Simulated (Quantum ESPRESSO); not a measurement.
# PbS (Galena) under changes of volume

One of the cells (26.086 Å³/atom); the others are scaled copies at fixed shape and fractional positions:

```
Pb S
1.0
     0.00000    2.96575    2.96575
     2.96575    0.00000    2.96575
     2.96575    2.96575    0.00000
Pb S
1 1
Direct
  0.00000 0.00000 0.00000
  0.50000 0.50000 0.50000
```

- Program: Quantum ESPRESSO 7.5
- Functional: PBE
- Potentials or basis: SSSP 1.3 efficiency PBE
- Cutoff: 748 eV
- Density cutoff: 5987 eV
- k mesh: 8 × 8 × 8
- Occupations: fermi-dirac, width 0.05 eV
- Spin: no spin polarisation

```csv
volume (Å³/atom),energy over the lowest point (meV/atom),pressure (GPa),gap on the mesh (eV)
24.521,?,?,?
25.042,30.64,4.9,0.21
25.564,16.63,3.5,0.30
26.086,7.16,2.2,0.37
26.607,1.73,1.0,0.44
27.129,0.00,-0.1,0.51
27.651,1.60,-1.1,0.57
```

**Question.** What does the run at 24.521 Å³/atom give?

**Answer.** Energy over the lowest point 49.62 meV/atom; pressure 6.5 GPa; gap on the mesh 0.12 eV.

Worked out: A Birch-Murnaghan fit of order 3 (a polynomial in V^(-2/3)) to the other rows has its minimum at 27.13 Å³/atom with B0 = V·E''(V) = 53 GPa and B' = 4.2. It gives 49.58 meV/atom at 24.521 Å³/atom, against the run's 49.62, and -dE/dV = 6.6 GPa, against 6.5. A straight line through the other rows of the gap, of slope 3.61 eV per unit of ln V (its deformation potential), extrapolates to 0.14 eV, against the run's 0.12.

Energies are extrapolated to zero smearing.

Caveats: spin-orbit coupling is left out, which as a rule narrows the gap of such compounds by several tenths of an eV.

A mesh can miss the band edges.
